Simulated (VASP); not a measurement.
The system is Na2S.

```xyz
3
Lattice="0.0000 3.2492 3.2492 3.2492 0.0000 3.2492 3.2492 3.2492 0.0000" Properties=species:S:1:pos:R:3 pbc="T T T"
Na    1.6246    1.6246    1.6246
Na    4.8737    4.8737    4.8737
S     0.0000    0.0000    0.0000
```

The cell comes from a database or a generator and needn't be the stable form of this composition.

| Property | Result |
| --- | --- |
| Program | VASP 6.6.1 |
| Task | relaxation of cell and atoms |
| Functional | LDA |
| Potentials or basis | VASP PAW LDA potentials, release 64 (Na_pv, S) |
| Cutoff | 600 eV |
| k mesh | 8 × 8 × 8 |
| Occupations | gaussian, width 0.02 eV |
| Spin | no spin polarisation |

At the start: pressure -1.6 GPa; volume 22.87 Å³/atom.

**Question.** How do energy, volume and symmetry change on relaxing?

**Answer.** Over 3 steps the energy falls by 5.9 meV/atom and the volume is 21.72 Å³/atom (-5.0 %); space group Fm-3m (No. 225, to 0.05 Å).

Step by step:
```tsv
step	energy change (eV)	largest force (eV/Å)	pressure (GPa)	volume (Å³)
1	0.0000	0.0000	-1.57	68.60
2	-0.0152	0.0000	-0.63	66.41
3	-0.0178	0.0000	-0.01	65.15
```

Final structure:
```yaml
crystal:
  lattice:
    - [0.00000, 3.19371, 3.19371]
    - [3.19371, 0.00000, 3.19371]
    - [3.19371, 3.19371, 0.00000]
  atoms:
    - { symbol: Na, position: [0.25000, 0.25000, 0.25000] }
    - { symbol: Na, position: [0.75000, 0.75000, 0.75000] }
    - { symbol: S, position: [0.00000, 0.00000, 0.00000] }
```
